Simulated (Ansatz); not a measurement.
Runs of Ansatz 0.2.0 on TiO2. The typed cell holds 9 atoms: a = 2.968 Å, b = 4.708 Å, c = 7.241 Å, α = 88.08°, β = 78.18°, γ = 90.00°. The cell comes from a database or a generator and needn't be the stable form of this composition.

```csv
level,gap on the mesh (eV),pressure (GPa),relaxed volume (Å³/atom),largest force (eV/Å)
PBE+D3(BJ),2.26,0.0,10.97,0.01
PBE+D4,2.27,0.0,11.00,0.01
PBE+D3(BJ)-ATM,2.26,0.0,11.00,-
PBE,(a),0.0,11.26,-
```

Alike in all rows: task relaxation of cell and atoms; potentials or basis Ansatz PAW; no spin polarisation; cell relaxed; k mesh 9 × 6 × 4; cutoff (eV) 420; smearing fermi-dirac 0.05 eV.

**Question.** Fill in the values left out.

**Answer.** (a) 2.32.

Caveats: odd divisions of the mesh miss points on the zone boundary, where band edges often lie, so the gap on the mesh can be too wide; the plane-wave basis is chosen anew once the cell has moved, so the energies of steps on either side of that aren't comparable.

A k mesh can miss the band edges.
